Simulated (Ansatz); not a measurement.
# SnTe (F-43m) in Ansatz: a series of runs

Aim: see how the results for SnTe move with the level of theory and the settings. Levels: PBEsol, HSE06, PBE0. Tasks: single point.

All numbers are computed with Ansatz 0.2.0; they aren't measurements. Logs are shortened: lines on timing, memory, paths and dates and some standing lists are left out, and cuts for length are marked.

### 1 Starting point

The structure is cubic, space group F-43m (No. 216). The conventional cell has a = 7.222 Å, b = 7.222 Å, c = 7.222 Å, α = 90.00°, β = 90.00°, γ = 90.00°. Te (site symmetry -43m) is surrounded by 4 Sn at 3.13 Å. Sn (site symmetry -43m) has 4 Te at 3.13 Å as nearest neighbours.

Measurements of this composition are mostly on another form, of space group No. 225.

### 2 Single point, PBEsol

Input file input.yaml:

```yaml
crystal:
  lattice:
    - [0.0, 3.611146, 3.611146]
    - [3.611146, 0.0, 3.611146]
    - [3.611146, 3.611146, 0.0]
  atoms:
    - { symbol: Te, position: [0.25, 0.25, 0.25] }
    - { symbol: Sn, position: [0.0, 0.0, 0.0] }
kpoints:
  mp_grid: { grid: [6, 6, 6] }
scf:
  occupations: { method: fermi_dirac, width: 0.05 }
hamiltonian:
  xc: pbesol
  pseudopotentials: { kind: all_electron, datasets: crystal }
output:
  forces: true
  stress: true
  eigenvalues: true
```

Potentials or basis: all-electron PAW datasets made for the crystal.

On the command line:

```bash
$ ansatz run input.yaml --threads 2 --pin off --max-ram 8192MiB --backend cpu --events-out ev --progress --plain --runs-dir out
```

Standard output:

```text
Warning: RAYON_NUM_THREADS=2 ignored (pool sized by the plan → 2); use --threads N
hamiltonian.pseudopotentials.datasets: crystal makes datasets for this crystal and solves the spheres of its atoms anew in each pass: cutoff 240.0 eV, the density's 960.0 eV; for an error of 0.50 meV an atom under PBE, 1.0 meV for the cell; an energy difference from a run of another recipe may be off by several times the error for the cell, under r2SCAN by more, where some 0.1 meV an atom stays at smaller errors; Sn in spheres of 1.376 Å, 14 of its electrons in bands; Te in spheres of 1.376 Å, 6 of its electrons in bands, 10 on its site; only band paths and densities of states list, in semicore columns, the levels of the semicore shells that are solved separately: 4d of Te
Engine: ansatz 0.2.0, aarch64-unknown-linux-gnu
Pseudopotentials: kind: all_electron
Pseudopotential: Te, paw, valence charge 16, recommended cutoff 240 eV (normal), crystal/all_electron/pbesol/scalar/gaussian/Te, Koelling and Harmon's equation, gaussian nucleus
Pseudopotential: Sn, paw, valence charge 14, recommended cutoff 240 eV (normal), crystal/all_electron/pbesol/scalar/gaussian/Sn, Koelling and Harmon's equation, gaussian nucleus
Functional definition: PBEsol
  exchange = pbesol_x
  correlation = pbesol_c
Crystal: 2 atoms, lattice volume = 94.181 Å³
Basis set: ecut = 240 eV, 821 PW (Γ), exchange–correlation on 54×54×54 points (8 copies of the dense FFT grid, shifted against one another)
Bands: 14, of which v1, the nominal top of the filled ones, is band 10 counted from 1 (9 counted from 0)
Symmetry: 24 space group operations
Space group: F-43m (ITA 216), of the structure as read, at distance tolerance 4.5e-5 Å
k-points: 16 of 216 (time reversal used)
Non-local potential: Te, projectors of the file, l = 0: 1, l = 1: 1
Non-local potential: Sn, projectors of the file, l = 0: 1, l = 1: 1, l = 2: 2
PAW form: soft (Blöchl's): semilocal exchange-correlation on the pseudo side does not see the compensation charge
PAW one-centre angular grid: Te, 110 points (default); XC on its mesh's 1857 points in the sphere
PAW one-centre angular grid: Sn, 590 points (default); XC on its mesh's 1863 points in the sphere
Initial density: superposition of atomic densities (neutral atoms: chi_scale 0, normalization atom)
Initial wavefunctions: pseudopotential atomic-orbital guess
Functional: x = pbesol(κ = 0.804, μ = 0.12345679012345678), c = pbesol(β = 0.046)
iter 1 solved again at ethr=2.93e-3 eV; its pass at ethr=1.00e-1 eV (dr2=5.85e-1 eV) is discarded
SCF iter   1: F=—  HF=-352820.951941 eV  |F-HF|=—  |Δ(HF+E_count)|=         —  Δρ=1.54e-2  dr2=5.92e-1  ethr=2.93e-3  ⟨swp⟩=5.0  Hψ=1300  notcnv=0
preconditioner: auto → none  [insulator: Δε(μ)=0.542 eV  Ē_g=7.934 eV  σ=0.050 eV  W_gap=0.99  n_scr=14 (ndim 8)  ℏωp=12.1 eV  f_vac=0.060  D(μ)=0.01/eV (n_scr^D=0)  ε∞_Penn≈3.3]
SCF iter   2: F=—  HF=-352820.823441 eV  |F-HF|=—  |Δ(HF+E_count)|=   1.28e-1  Δρ=8.14e-3  dr2=1.09e-1  ethr=2.93e-3  ⟨swp⟩=3.1  Hψ=572  notcnv=0
SCF iter   3: F=—  HF=-352820.794135 eV  |F-HF|=—  |Δ(HF+E_count)|=   2.93e-2  Δρ=3.12e-3  dr2=1.24e-2  ethr=5.43e-4  ⟨swp⟩=3.1  Hψ=620  notcnv=0  defer=2
iter 4 solved again at ethr=1.29e-6 eV; its pass at ethr=6.18e-5 eV (dr2=2.58e-4 eV) is discarded
SCF iter   4: F=—  HF=-352820.794004 eV  |F-HF|=—  |Δ(HF+E_count)|=   1.30e-4  Δρ=5.61e-4  dr2=2.53e-4  ethr=1.29e-6  ⟨swp⟩=3.0  Hψ=987  notcnv=0
SCF iter   5: F=—  HF=-352820.794006 eV  |F-HF|=—  |Δ(HF+E_count)|=   2.09e-6  Δρ=1.63e-4  dr2=1.56e-5  ethr=1.27e-6  ⟨swp⟩=2.4  Hψ=395  notcnv=0
SCF iter   6: F=—  HF=-352820.794008 eV  |F-HF|=—  |Δ(HF+E_count)|=   1.48e-6  Δρ=1.97e-5  dr2=3.54e-7  ethr=7.79e-8  ⟨swp⟩=3.1  Hψ=455  notcnv=0
SCF iter   7: F=-352820.794008 eV  HF=-352820.794008 eV  |F-HF|=2.33e-9  |Δ(HF+E_count)|=   1.35e-7  Δρ=2.03e-6  dr2=7.65e-9  ethr=1.77e-9  ⟨swp⟩=3.1  Hψ=435  notcnv=0
SCF 1 converged in 7 iterations: F = -352820.794009 eV  dr2 = 7.65e-9
  Residual-converged pass: ⟨swp⟩=3.6  Hψ=555  notcnv=0  max |occ|·‖R‖ = 5.2e-6 eV (tolerance 5.3e-6 eV)  dr2=8.22e-9  dr2_onsite=1.09e-8  max |Δocc| = 4.3e-9
SCF converged after 7 iterations
Free energy (F): -352820.794009 eV
Harris-Foulkes:  -352820.794009 eV  (|F-HF|=2.33e-9)
Internal energy: -352820.791991 eV  (E = F + TS)
E sigma→0 (E₀):  -352820.793000 eV
Entropy (-TS):   -0.002018 eV (-1.009 meV/atom)
Past the cutoff: the bands carry plane waves up to 1.75 times it, of which those up to 1.5 times it add -0.000219 eV an atom, each by itself; the spheres take 0.000447 eV an atom off the energy for waves past 1.75 times it
By the cutoff:   a pressure is off by up to 0.006 GPa (1.2 times the spheres' own share and the shells' term, over an atom's volume, and 0.004 GPa: a bound that held against runs at twice the plane waves)
Past the cutoffs: a stress includes 0.0009 GPa for waves and charges beyond them, in addition to the slope of what the spheres take
In the spheres:  the bands' charges fall short by 9.2e-7 e at most (sound up to 1e-3), those of shells solved beside the bands by 3.6e-7 e (sound up to 5e-4)
Fermi energy:    6.404934 eV
--- Per-component energies (eV) ---
  E_band       = -137.940870
  E_kinetic    = 169.171719
  E_local      = -3312.608868  (includes V_loc(G=0)·N_el)
  E_nonlocal   = 205.306571
  E_hartree    = 1517.470220
  E_xc         = -149.801807
  E_vxc        = -169.491118  (∫ρ·V_xc dr)
  E_paw        = -356850.751109  (= ΣΔE_a)
  E_vpaw       = -8089.737473  (= ΣTr[D̂ρ^β])
  E_ewald      = -2424.059948
  E_smearing   = -0.002018  (= −TS)
  E_closure    = 8024.481230  (closes the sum)
  Σ components = -352820.794009   (vs F -352820.794009, Δ=0.00e0)
  The terms above E_closure are by the made datasets' own strengths, without shells solved beside the bands.
--- Forces (eV/Å), atoms counted from 1 ---
  atom   1  Te     0.00000000    -0.00000000     0.00000000
  atom   2  Sn    -0.00000000     0.00000000    -0.00000000
  max |Σ_I F_I| component: 2.22e-16 eV/Å
--- Stress (GPa, compression-positive) ---
       -1.378095      -0.000000       0.000000
        0.000000      -1.378095       0.000000
        0.000000       0.000000      -1.378095
  P = ⅓ Tr σ = -1.3781 GPa (-13.781 kbar)
  It holds what live shells' own plane waves past their cutoff add
--- Band table (eV; the first three rows and the last of 16) ---
  k-point 0: bands = ["-15.3013", "-15.3013", "-15.3013", "-15.2919", "-15.2919", "-5.1313", "1.2028", "4.4949", "4.4949", "4.4949", "7.4163", "7.4163"]
  k-point 1: bands = ["-15.3016", "-15.3009", "-15.3009", "-15.2919", "-15.2919", "-5.0168", "0.6849", "4.3325", "4.3325", "4.5851", "7.6637", "7.6862"]
  k-point 2: bands = ["-15.3023", "-15.3002", "-15.3002", "-15.2918", "-15.2918", "-4.7517", "-0.1897", "4.0708", "4.0708", "4.4619", "8.0874", "8.0874"]
  k-point 15: bands = ["-15.3041", "-15.2992", "-15.2984", "-15.2924", "-15.2914", "-4.3732", "-0.9414", "3.0925", "3.1626", "6.2555", "7.2446", "9.2033"]
```

Run time: 2.9 s. Hardware: 2 threads of Arm Neoverse V1, shared host; peak memory 0.47 GiB.

What came out:

```
Free energy            : -352820.7940 eV
Pressure               : -1.4 GPa
Band gap on the k mesh : 0.23 eV, indirect (least direct gap 0.76 eV)
```

Levels at points of the mesh, in eV from the valence-band top:
```csv
k point,band 7,band 8,band 9,band 10,band 11,band 12
"(0.00, 0.00, 0.00)",-5.05,-1.76,-1.76,-1.76,1.16,1.16
"(0.00, 0.00, -0.50)",-6.85,-2.29,-2.29,-1.90,1.96,1.96
"(0.00, -0.50, -0.50)",-7.21,-2.96,-2.96,-0.53,0.23,4.04
```

Caveat: spin-orbit coupling is left out, which moves the levels of the heavy elements.

### 3 Single point, HSE06

input.yaml: that of step 2 with these lines changed.

```diff
@@ -13,3 +13,3 @@
 hamiltonian:
-  xc: pbesol
+  xc: hse06
   pseudopotentials: { kind: all_electron, datasets: crystal }
@@ -18,2 +18 @@
   stress: true
-  eigenvalues: true
```

Potentials or basis: all-electron PAW datasets made for the crystal.

On the command line:

```bash
$ ansatz run input.yaml --threads 2 --pin off --max-ram 8192MiB --backend cpu --events-out ev --progress --plain --runs-dir out
```

Standard output:

```text
Warning: RAYON_NUM_THREADS=2 ignored (pool sized by the plan → 2); use --threads N
hamiltonian.pseudopotentials.datasets: crystal makes datasets for this crystal and solves the spheres of its atoms anew in each pass: cutoff 270.0 eV, the density's 1080.0 eV;, for an error of 0.50 meV an atom under PBE, 1.0 meV for the cell; an energy difference from a run of another recipe may be off by several times the error for the cell, under r2SCAN by more, where some 0.1 meV an atom stays at smaller errors; Sn in spheres of 1.376 Å, 14 of its electrons in bands; Te in spheres of 1.376 Å, 16 of its electrons in bands
Engine: ansatz 0.2.0, aarch64-unknown-linux-gnu
Pseudopotentials: kind: all_electron
Pseudopotential: Te, paw, valence charge 16, recommended cutoff 270 eV (normal), crystal/all_electron/pbe/scalar/gaussian/Te, Koelling and Harmon's equation, gaussian nucleus
Pseudopotential: Sn, paw, valence charge 14, recommended cutoff 270 eV (normal), crystal/all_electron/pbe/scalar/gaussian/Sn, Koelling and Harmon's equation, gaussian nucleus
Functional definition: HSE06
  parameter a = 0.25
  parameter omega = 0.11/bohr
[... 62 lines left out ...]
--- Forces (eV/Å), atoms counted from 1 ---
  atom   1  Te     0.00000000    -0.00000000    -0.00000000
  atom   2  Sn    -0.00000000     0.00000000    -0.00000000
  max |Σ_I F_I| component: 1.02e-16 eV/Å
--- Stress (GPa, compression-positive) ---
       -0.488697       0.000000      -0.000000
        0.000000      -0.488697       0.000000
       -0.000000       0.000000      -0.488697
  P = ⅓ Tr σ = -0.4887 GPa (-4.887 kbar)
--- Band table (eV; the first three rows and the last of 16) ---
  k-point 0: bands = ["-32.7691", "-32.7691", "-32.7691", "-32.7649", "-32.7649", "-17.7579", "-17.7579", "-17.7579", "-17.7456", "-17.7456", "-6.3858", "0.8023", "4.1463", "4.1463", "4.1463", "7.7518", "7.7518"]
  k-point 1: bands = ["-32.7691", "-32.7691", "-32.7691", "-32.7649", "-32.7649", "-17.7581", "-17.7575", "-17.7575", "-17.7456", "-17.7456", "-6.2537", "0.1618", "3.9733", "3.9733", "4.3328", "8.0064", "8.0416"]
  k-point 2: bands = ["-32.7691", "-32.7691", "-32.7691", "-32.7648", "-32.7648", "-17.7585", "-17.7566", "-17.7566", "-17.7456", "-17.7456", "-5.9455", "-0.8848", "3.6877", "3.6877", "4.2869", "8.4740", "8.4740"]
  k-point 15: bands = ["-32.7691", "-32.7690", "-32.7689", "-32.7648", "-32.7647", "-17.7603", "-17.7552", "-17.7544", "-17.7463", "-17.7452", "-5.4996", "-1.7654", "2.6153", "2.7116", "6.2105", "7.6114", "9.6918"]
```

Run time: 4 min. Hardware: 2 threads of Arm Neoverse V1, shared host; peak memory 1.2 GiB.

What came out:

| Item | Value |
| --- | --- |
| Free energy | -352973.2416 eV |
| Pressure | -0.5 GPa |
| Band gap on the k mesh | 0.59 eV, indirect (least direct gap 1.16 eV) |

Caveat: spin-orbit coupling is left out, which moves the levels of the heavy elements.

### 4 Single point, PBE0

input.yaml: that of step 3 with these lines changed.

```diff
@@ -13,3 +13,3 @@
 hamiltonian:
-  xc: hse06
+  xc: pbe0
   pseudopotentials: { kind: all_electron, datasets: crystal }
```

On the command line:

```bash
$ ansatz run input.yaml --threads 2 --pin off --max-ram 8192MiB --backend cpu --events-out ev --progress --plain --runs-dir out
```

Wall time 3.6 min (2 threads of Arm Neoverse V1, shared host); peak memory 1.2 GiB.

The run converged. Its results:

| Item | Value |
| --- | --- |
| Free energy | -352971.6205 eV |
| Pressure | -0.5 GPa |
| Band gap on the k mesh | 1.18 eV, indirect (least direct gap 1.80 eV) |

Levels at points of the mesh, in eV from the valence-band top:
| k point | band 13 | band 14 | band 15 | band 16 | band 17 |
| --- | --- | --- | --- | --- | --- |
| (0.00, 0.00, 0.00) | -2.11 | -2.11 | -2.11 | 2.15 | 2.15 |
| (0.00, 0.00, -0.50) | -2.72 | -2.72 | -2.11 | 3.03 | 3.03 |
| (0.00, -0.50, -0.50) | -3.45 | -3.45 | -0.62 | 1.18 | 5.36 |

Caveat: spin-orbit coupling is left out, which moves the levels of the heavy elements. A k mesh can miss the band edges.

### 5 Summary

```tsv
level	cutoff (eV)	gap on the mesh (eV)	pressure (GPa)
PBEsol	240	0.23	-1.4
HSE06	270	0.59	-0.5
PBE0	270	1.18	-0.5
```

Alike in all rows: task single point; potentials or basis all-electron PAW datasets made for the crystal; no spin polarisation; cell as given; k mesh 6 × 6 × 6; smearing fermi-dirac 0.05 eV.

On the cell as given the gap runs from 0.23 eV (PBEsol) to 1.18 eV (PBE0). The pressure there spans -1.4 GPa (PBEsol) to -0.5 GPa (PBE0); a positive pressure means that this level wants a larger cell, a negative one a smaller.

Caveats: spin-orbit coupling is left out, which moves the levels of the heavy elements.

Compare energies only between runs with the same functional and basis.
